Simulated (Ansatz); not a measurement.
# RbBr: how the settings move a calculation

Aim: see which settings change the result for RbBr, by how much, and at what cost.

The COD entry's cell or inner coordinates are ideal or old and differ from later refinements, so a difference from it is no clean test against experiment.

Method: reference: DFT, PBE, plane-wave PAW, default files, scalar-relativistic, in Ansatz 0.2.0.

### Step 1. The system as given

The structure is cubic, space group Fm-3m (No. 225). The conventional cell has a = 6.854 Å, b = 6.854 Å, c = 6.854 Å, α = 90.00°, β = 90.00°, γ = 90.00°. Rb (site symmetry m-3m) is surrounded by 6 Br at 3.43 Å. Around Br (site symmetry m-3m) lie 6 Rb at 3.43 Å.

Structure file:

```cif
data_structure
_symmetry_space_group_name_H-M 'P 1'
_symmetry_Int_Tables_number 1
_cell_length_a 4.8465
_cell_length_b 4.8465
_cell_length_c 4.8465
_cell_angle_alpha 60.000
_cell_angle_beta 60.000
_cell_angle_gamma 60.000
_cell_volume 80.50
loop_
_atom_site_label
_atom_site_type_symbol
_atom_site_fract_x
_atom_site_fract_y
_atom_site_fract_z
_atom_site_occupancy
Rb1 Rb 0.00000 0.00000 0.00000 1
Br1 Br 0.50000 0.50000 0.50000 1
```

### Step 2. Reference

Input file input.yaml:

```yaml
crystal:
  lattice:
    - [0.0, 3.427, 3.427]
    - [3.427, 0.0, 3.427]
    - [3.427, 3.427, 0.0]
  atoms:
    - { symbol: Rb, position: [0.0, 0.0, 0.0] }
    - { symbol: Br, position: [0.5, 0.5, 0.5] }
kpoints:
  mp_grid: { grid: [7, 7, 7] }
scf:
  occupations: { method: fermi_dirac, width: 0.02 }
hamiltonian:
  xc: pbe
  pseudopotentials: { kind: paw }
output:
  forces: true
  stress: true
  populations: true
  efg:
    quadrupole_moments_barn: { Rb: 0.1335, Br: 0.2579 }
    contact_densities: true
relax:
  f_tol: 0.02
  max_steps: 60
```

The run is started by

```bash
ansatz run input.yaml --threads 1 --pin off --max-ram 2560MiB --backend cpu --events-out ev --progress --plain --runs-dir out
```

From the output:

```text
[...]
Basis set: ecut = 420 eV, 1591 PW (Γ), exchange–correlation on 72×72×72 points (8 copies of the dense FFT grid, shifted against one another)
[...]
k-points: 20 of 343
[...]
SCF iter   1: F=—  HF=-6054.053069 eV  |F-HF|=—  |Δ(HF+E_count)|=         —  Δρ=2.35e-4  dr2=7.07e-5  ethr=1.77e-3  ⟨swp⟩=8.2  Hψ=1764  notcnv=0
preconditioner: auto → none  [insulator: Δε(μ)=4.357 eV  Ē_g=13.342 eV  σ=0.020 eV  W_gap=1.00  n_scr=14 (ndim 8)  ℏωp=15.5 eV  f_vac=0.082  D(μ)=0.00/eV (n_scr^D=0)  ε∞_Penn≈2.3]
SCF iter   2: F=—  HF=-6054.053323 eV  |F-HF|=—  |Δ(HF+E_count)|=   2.55e-4  Δρ=7.75e-5  dr2=3.10e-6  ethr=4.42e-7  ⟨swp⟩=3.2  Hψ=731  notcnv=0
[...]
SCF iter   5: F=-6054.053345 eV  HF=-6054.053345 eV  |F-HF|=1.42e-9  |Δ(HF+E_count)|=   4.93e-8  Δρ=5.95e-7  dr2=1.29e-10  ethr=6.74e-11  ⟨swp⟩=2.0  Hψ=383  notcnv=0
SCF iter   6: F=-6054.053345 eV  HF=-6054.053345 eV  |F-HF|=5.46e-12  |Δ(HF+E_count)|=   1.61e-9  Δρ=6.59e-8  dr2=4.90e-12  ethr=1.00e-12  ⟨swp⟩=1.1  Hψ=718  notcnv=0
[...]
relax step   1: F+E_penalty+E_count = -6054.05334484 eV  Δ(F+E_penalty+E_count) = +0.000e0 eV  max|allowed force component| = 1.939e-30 eV/Å  Δτ_max = 0.0000 Å  (6 SCF iters, accepted)
[...]
SCF converged after 6 iterations
Free energy (F): -6054.053345 eV
[...]
E sigma→0 (E₀):  -6054.053345 eV
Fermi energy:    3.418445 eV
[...]
  P = ⅓ Tr σ = 1.0011 GPa (10.011 kbar)
[...]
--- Relaxed structure (1 steps of the walk, 1 accepted, 0 SCFs on fresh bases) ---
[...]
```

It took 3.2 s on 1 thread of AMD EPYC 7R43 (Zen 3), shared host; peak memory 0.43 GiB.

### Step 3. Changing settings: scf.algorithm direct_min

Changes to input.yaml since step 2:

```diff
@@ -12,2 +12,3 @@
   occupations: { method: fermi_dirac, width: 0.02 }
+  algorithm: direct_min
 hamiltonian:
@@ -22,4 +23 @@
     contact_densities: true
-relax:
-  f_tol: 0.02
-  max_steps: 60
```

The run is started by

```bash
ansatz run input.yaml --threads 1 --pin off --max-ram 2560MiB --backend cpu --events-out ev --progress --plain --runs-dir out
```

Log, cut to the lines that bear on the results:

```text
Warning: RAYON_NUM_THREADS=1 ignored (pool sized by the plan → 1); use --threads N
Rb: output.efg is read without spin–orbit coupling, which moves field gradients at and beside such atoms by some per cent and up to a factor of two; PAW files take it under magnetization.noncollinear and magnetization.spin_orbit
[...]
Pseudopotentials: kind: paw
Pseudopotential: Rb, paw, valence charge 9, recommended cutoff 420 eV (normal), Rb.paw.azcp
Pseudopotential: Br, paw, valence charge 7, recommended cutoff 420 eV (normal), Br.paw.azcp
Functional definition: PBE
[...]
Crystal: 2 atoms, lattice volume = 80.496 Å³
Basis set: ecut = 420 eV, 1591 PW (Γ), exchange–correlation on 72×72×72 points (8 copies of the dense FFT grid, shifted against one another)
Bands: 12, of which v1, the nominal top of the filled ones, is band 8 counted from 1 (7 counted from 0)
Symmetry: 48 space group operations
Space group: Fm-3m (ITA 225), of the structure as read, at distance tolerance 4.3e-5 Å
k-points: 20 of 343
[...]
SCF iter   1: F=—  HF=-6054.052843 eV  |F-HF|=—  |Δ(HF+E_count)|=         —  Δρ=2.66e-4  dr2=9.45e-5  ethr=1.77e-3  ⟨swp⟩=11.5  Hψ=1265  notcnv=1
[...]
SCF iter   4: F=-6054.053345 eV  HF=-6054.053345 eV  |F-HF|=6.60e-10  |Δ(HF+E_count)|=   1.44e-6  Δρ=1.18e-6  dr2=3.14e-10  ethr=4.96e-12  ⟨swp⟩=5.0  Hψ=1182  notcnv=0  defer=2
[...]
SCF converged after 4 iterations
Stability not checked: this state was not tested for a lower state beside it, because a direct minimisation reached the state, and no test of it is asked (direct_minimisation; see scf.lower_state_search)
Free energy (F): -6054.053345 eV
[...]
E sigma→0 (E₀):  -6054.053345 eV
Fermi energy:    3.418444 eV
[...]
--- Forces (eV/Å), atoms counted from 1 ---
  atom   1  Rb     0.00000000     0.00000000     0.00000000
  atom   2  Br     0.00000000    -0.00000000    -0.00000000
[...]
--- Stress (GPa, compression-positive) ---
        1.001094      -0.000000      -0.000000
       -0.000000       1.001094      -0.000000
       -0.000000       0.000000       1.001094
  P = ⅓ Tr σ = 1.0011 GPa (10.011 kbar)
--- PAW observables at the nuclei: V_zz in 10²¹ V/m², potentials from the cell's mean, atoms counted from 1 ---
  atom   1  Rb V_zz =    +0.000000   η = 0.0000   by run symmetry: forbidden   C_q = +0.0000 MHz
            electrostatic potential = -5303.240485 V   contact ρ = 361970.632562 e/Å³
  atom   2  Br V_zz =    -0.000000   η = 0.0000   by run symmetry: forbidden   C_q = -0.0000 MHz
            electrostatic potential = -4905.254924 V   contact ρ = 293235.721279 e/Å³
--- Band table (eV; the first three rows and the last of 20) ---
  k-point 0: bands = ["-23.1957", "-10.9598", "-7.2697", "-7.2697", "-7.2697", "1.2197", "1.2197", "1.2197", "5.5846", "8.5027", "8.5027", "8.5027"]
[...]
--- Löwdin populations: 2 sites ---
  site symbol       q [e]
     0     Rb      8.2735
     1     Br      7.6727
  spilling = 0.003358 (of n_electrons = 16.000000)
```

It took 3.9 s on 1 thread of AMD EPYC 7R43 (Zen 3), shared host; peak memory 0.4 GiB.

The changed solver doesn't alter the result here (within 0.5 meV/atom).

### Step 4. Changed: occupations.width 0.01, dr2_threshold 1.0e-11

Changes to input.yaml since step 2:

```diff
@@ -11,3 +11,4 @@
 scf:
-  occupations: { method: fermi_dirac, width: 0.02 }
+  occupations: { method: fermi_dirac, width: 0.01 }
+  convergence: { dr2_threshold: 1.0e-11 }
 hamiltonian:
@@ -22,4 +23 @@
     contact_densities: true
-relax:
-  f_tol: 0.02
-  max_steps: 60
```

The run is started by

```bash
ansatz run input.yaml --threads 1 --pin off --max-ram 2560MiB --backend cpu --events-out ev --progress --plain --runs-dir out
```

Log, cut to the lines that bear on the results:

```text
Warning: RAYON_NUM_THREADS=1 ignored (pool sized by the plan → 1); use --threads N
Rb: output.efg is read without spin–orbit coupling, which moves field gradients at and beside such atoms by some per cent and up to a factor of two; PAW files take it under magnetization.noncollinear and magnetization.spin_orbit
[...]
[... 4 set-up lines as earlier in the session ...]
[...]
Crystal: 2 atoms, lattice volume = 80.496 Å³
Basis set: ecut = 420 eV, 1591 PW (Γ), exchange–correlation on 72×72×72 points (8 copies of the dense FFT grid, shifted against one another)
Bands: 12, of which v1, the nominal top of the filled ones, is band 8 counted from 1 (7 counted from 0)
[... 1 set-up line as earlier in the session ...]
[...]
--- Stress (GPa, compression-positive) ---
        1.001090      -0.000000       0.000000
       -0.000000       1.001090      -0.000000
       -0.000000      -0.000000       1.001090
  P = ⅓ Tr σ = 1.0011 GPa (10.011 kbar)
--- PAW observables at the nuclei: V_zz in 10²¹ V/m², potentials from the cell's mean, atoms counted from 1 ---
  atom   1  Rb V_zz =    -0.000000   η = 0.0000   by run symmetry: forbidden   C_q = -0.0000 MHz
            electrostatic potential = -5303.240496 V   contact ρ = 361970.632586 e/Å³
  atom   2  Br V_zz =    +0.000000   η = 0.0000   by run symmetry: forbidden   C_q = +0.0000 MHz
            electrostatic potential = -4905.254904 V   contact ρ = 293235.721280 e/Å³
--- Band table (eV; the first three rows and the last of 20) ---
  k-point 0: bands = ["-23.1957", "-10.9598", "-7.2697", "-7.2697", "-7.2697", "1.2197", "1.2197", "1.2197", "5.5846", "8.5027", "8.5027", "8.5027"]
[...]
--- Löwdin populations: 2 sites ---
  site symbol       q [e]
     0     Rb      8.2735
     1     Br      7.6727
  spilling = 0.003358 (of n_electrons = 16.000000)
```

Run time: 3.1 s. Hardware: 1 thread of AMD EPYC 7R43 (Zen 3), shared host; peak memory 0.42 GiB.

The changed input (smearing and convergence setting) leaves the energy the same to the digits printed.

### Step 5. Comparison

| run | ending | energy change | pressure (GPa) | gap (eV) | force (eV/Å) | cycles | time |
| --- | --- | --- | --- | --- | --- | --- | --- |
| reference | converged | 0 | 1.0 | 4.36 | 0.00 | 6 | 3.2 s |
| 1: scf.algorithm direct_min | converged | 0.0 meV/atom | 1.0 | 4.36 | 0.00 | 4 | 3.9 s |
| 2: occupations.width 0.01, dr2_threshold 1.0e-11 | converged | 0.0 meV/atom (σ→0) | 1.0 | 4.36 | 0.00 | 6 | 3.1 s |

**Reading.** Of the converged runs whose energies compare with the reference's, none moves it noticeably. Symmetry fixes the atoms and the cell is held, so no setting can move this relaxation. 

The gaps are Kohn-Sham values of a semilocal functional, not quasiparticle or optical gaps. Such gaps usually fall short of the measured ones.
